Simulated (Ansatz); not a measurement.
An Ansatz (a first-principles code) run: LaAlO3 with a change (uniaxial strain ε_xx = +2.33 %); Ansatz, PBEsol, PAW, cutoff 420 eV, scalar-relativistic without spin-orbit coupling, earlier PAW set.

Input:

Ansatz 0.2 input:
```yaml
crystal:
  lattice:
    - [2.738789271, 1.5452367076, 4.3493370625]
    - [-2.738789271, 1.5452367076, 4.3493370625]
    - [0, -3.0904734152, 4.3493370625]
  atoms:
    - { symbol: La, position: [0.25, 0.25, 0.25] }
    - { symbol: La, position: [0.75, 0.75, 0.75] }
    - { symbol: Al, position: [0, 0, 0] }
    - { symbol: Al, position: [0.5, 0.5, 0.5] }
    - { symbol: O, position: [0.7858024235, 0.7141975765, 0.25] }
    - { symbol: O, position: [0.25, 0.7858024235, 0.7141975765] }
    - { symbol: O, position: [0.7141975765, 0.25, 0.7858024235] }
    - { symbol: O, position: [0.2141975765, 0.2858024235, 0.75] }
    - { symbol: O, position: [0.75, 0.2141975765, 0.2858024235] }
    - { symbol: O, position: [0.2858024235, 0.75, 0.2141975765] }
basis: { ecutwfc: 420, ecutrho_ratio: 4, xc_grid: 2, fft_grid_basis: typed }
kpoints: { mp_grid: { grid: [8, 8, 8] } }
hamiltonian:
  xc: pbesol
  dispersion: none
  pseudopotentials: { azcp: { folder: ./paw }, kind: paw }
scf: { occupations: { method: fermi_dirac, width: 0.05 }, convergence: { dr2_threshold: 0.000000001 } }
relax: { f_tol: 0.005, max_steps: 50 }
output: { forces: true, stress: true }
checkpoint: { write: state.ck, write_every: 1000 }
```

Output (explanatory and most iteration lines left out):

```
Relaxation: its limit of steps is 50 (relax.max_steps)
Pseudopotential: La, paw, valence charge 11
Pseudopotential: Al, paw, valence charge 3
Pseudopotential: O, paw, valence charge 6
Crystal: 10 atoms, lattice volume = 110.440 Å³
Basis set: ecut = 420 eV, 2137 PW (Γ), exchange–correlation on 72×72×72 points (8 copies of the dense FFT grid, shifted against one another)
Bands: 42, of which v1, the nominal top of the filled ones, is band 32 counted from 1 (31 counted from 0)
Symmetry: 4 space group operations
Space group: C2/c (ITA 15), of the structure as read, at distance tolerance 4.8e-5 Å
k-points: 150 of 512
Functional: x = pbesol(κ = 0.804, μ = 0.12345679012345678), c = pbesol(β = 0.046)
SCF iter   1: F=—  HF=-16756.504751 eV  |F-HF|=—  |Δ(HF+E_count)|=         —  Δρ=4.89e-2  dr2=3.42e0  ethr=3.10e-3  ⟨swp⟩=4.2  Hψ=24338  notcnv=0
SCF iter   2: F=—  HF=-16755.987338 eV  |F-HF|=—  |Δ(HF+E_count)|=   5.17e-1  Δρ=2.79e-2  dr2=1.07e0  ethr=3.10e-3  ⟨swp⟩=4.0  Hψ=14291  notcnv=0  defer=382
SCF 1 converged in 10 iterations: F = -16755.702076 eV  dr2 = 3.14e-10
relax step   1: F+E_penalty+E_count = -16755.70207637 eV  Δ(F+E_penalty+E_count) = +0.000e0 eV  max|allowed force component| = 7.776e-2 eV/Å  Δτ_max = 0.0000 Å  (10 SCF iters, accepted)
Crystal: 10 atoms, lattice volume = 110.440 Å³
SCF iter   1: F=—  HF=-16755.705593 eV  |F-HF|=—  |Δ(HF+E_count)|=         —  Δρ=1.56e-3  dr2=5.36e-3  ethr=8.67e-6  ⟨swp⟩=2.1  Hψ=19486  notcnv=0  defer=467
SCF iter   2: F=—  HF=-16755.704310 eV  |F-HF|=—  |Δ(HF+E_count)|=   1.28e-3  Δρ=8.10e-4  dr2=1.56e-3  ethr=8.37e-6  ⟨swp⟩=2.1  Hψ=9427  notcnv=0  defer=467
SCF 2 converged in 8 iterations: F = -16755.703706 eV  dr2 = 2.50e-10
relax step   2: F+E_penalty+E_count = -16755.70370605 eV  Δ(F+E_penalty+E_count) = -1.630e-3 eV  max|allowed force component| = 1.046e-1 eV/Å  Δτ_max = 0.0165 Å  (8 SCF iters, accepted)
Crystal: 10 atoms, lattice volume = 110.440 Å³
SCF iter   1: F=—  HF=-16755.705863 eV  |F-HF|=—  |Δ(HF+E_count)|=         —  Δρ=5.86e-4  dr2=3.73e-4  ethr=2.11e-5  ⟨swp⟩=2.0  Hψ=11455  notcnv=0  defer=457
SCF iter   2: F=—  HF=-16755.705806 eV  |F-HF|=—  |Δ(HF+E_count)|=   5.69e-5  Δρ=3.21e-4  dr2=1.06e-4  ethr=5.83e-7  ⟨swp⟩=2.3  Hψ=10907  notcnv=0  defer=457
SCF 3 converged in 7 iterations: F = -16755.705708 eV  dr2 = 8.06e-10
relax step   3: F+E_penalty+E_count = -16755.70570824 eV  Δ(F+E_penalty+E_count) = -2.002e-3 eV  max|allowed force component| = 4.372e-2 eV/Å  Δτ_max = 0.0095 Å  (7 SCF iters, accepted)
Crystal: 10 atoms, lattice volume = 110.440 Å³
SCF iter   1: F=—  HF=-16755.707475 eV  |F-HF|=—  |Δ(HF+E_count)|=         —  Δρ=1.07e-3  dr2=1.05e-3  ethr=1.98e-5  ⟨swp⟩=2.2  Hψ=13720  notcnv=0  defer=452
SCF iter   2: F=—  HF=-16755.707348 eV  |F-HF|=—  |Δ(HF+E_count)|=   1.27e-4  Δρ=6.12e-4  dr2=3.40e-4  ethr=1.65e-6  ⟨swp⟩=1.4  Hψ=8003  notcnv=0  defer=452
SCF 4 converged in 8 iterations: F = -16755.707217 eV  dr2 = 1.01e-10
relax step   4: F+E_penalty+E_count = -16755.70721749 eV  Δ(F+E_penalty+E_count) = -1.509e-3 eV  max|allowed force component| = 2.783e-2 eV/Å  Δτ_max = 0.0159 Å  (8 SCF iters, accepted)
Crystal: 10 atoms, lattice volume = 110.440 Å³
SCF iter   1: F=—  HF=-16755.713336 eV  |F-HF|=—  |Δ(HF+E_count)|=         —  Δρ=5.57e-3  dr2=2.44e-2  ethr=4.75e-4  ⟨swp⟩=4.2  Hψ=16217  notcnv=0  defer=476
SCF iter   2: F=—  HF=-16755.711350 eV  |F-HF|=—  |Δ(HF+E_count)|=   1.99e-3  Δρ=3.30e-3  dr2=9.06e-3  ethr=3.81e-5  ⟨swp⟩=1.1  Hψ=7508  notcnv=0  defer=476
SCF 5 converged in 9 iterations: F = -16755.710294 eV  dr2 = 2.55e-10
relax step   5: F+E_penalty+E_count = -16755.71029400 eV  Δ(F+E_penalty+E_count) = -3.077e-3 eV  max|allowed force component| = 1.248e-2 eV/Å  Δτ_max = 0.0696 Å  (9 SCF iters, accepted)
[...]
SCF 12 converged in 9 iterations: F = -16755.710827 eV  dr2 = 3.47e-11
relax step  12: F+E_penalty+E_count = -16755.71082681 eV  Δ(F+E_penalty+E_count) = -6.569e-5 eV  max|allowed force component| = 2.382e-3 eV/Å  Δτ_max = 0.0027 Å  (9 SCF iters, accepted)
SCF converged after 9 iterations
Free energy (F): -16755.710827 eV
Internal energy: -16755.710827 eV  (E = F + TS)
E sigma→0 (E₀):  -16755.710827 eV
Fermi energy:    12.889406 eV
--- Forces (eV/Å), atoms counted from 1 ---
  atom   1  La     0.00082245     0.00000000     0.00000000
  atom   2  La    -0.00082245     0.00000000     0.00000000
  atom   3  Al     0.00000000     0.00000000     0.00000000
  atom   4  Al     0.00000000     0.00000000     0.00000000
  atom   5  O     -0.00133806     0.00000000     0.00000000
  atom   6  O      0.00035927    -0.00238187    -0.00129160
  atom   7  O      0.00035927     0.00238187     0.00129160
  atom   8  O      0.00133806     0.00000000     0.00000000
  atom   9  O     -0.00035927     0.00238187     0.00129160
  atom  10  O     -0.00035927    -0.00238187    -0.00129160
--- Stress (GPa, compression-positive) ---
       -7.849704       0.000000       0.000000
        0.000000      -3.134734      -0.697952
        0.000000      -0.697952      -1.714802
  P = ⅓ Tr σ = -4.2331 GPa (-42.331 kbar)
--- Relaxed structure (12 steps of the walk, 9 accepted, 0 SCFs on fresh bases) ---
  atoms:
    - { symbol: La, position: [0.2504922666817207, 0.24950773331827922, 0.24999999999999997] }
    - { symbol: La, position: [0.7495077333182791, 0.7504922666817206, 0.7499999999999999] }
    - { symbol: Al, position: [2.1064664239153318e-19, -2.4856156811236483e-19, -1.1941048047377734e-20] }
    - { symbol: Al, position: [0.49999999999999994, 0.49999999999999994, 0.49999999999999994] }
    - { symbol: O, position: [0.7997659461862958, 0.700234053813704, 0.24999999999999994] }
    - { symbol: O, position: [0.27034189756620813, 0.7804605711901196, 0.7195791029569972] }
    - { symbol: O, position: [0.7195394288098803, 0.2296581024337917, 0.7804208970430027] }
    - { symbol: O, position: [0.20023405381370393, 0.29976594618629593, 0.7499999999999999] }
    - { symbol: O, position: [0.7296581024337918, 0.21953942880988037, 0.28042089704300266] }
    - { symbol: O, position: [0.28046057119011947, 0.7703418975662082, 0.21957910295699723] }
```

Stability against distortions was not tested. The cell was made from LaAlO3 (space group R-3c, No. 167) by this change: uniaxial strain ε_xx = +2.33 %.
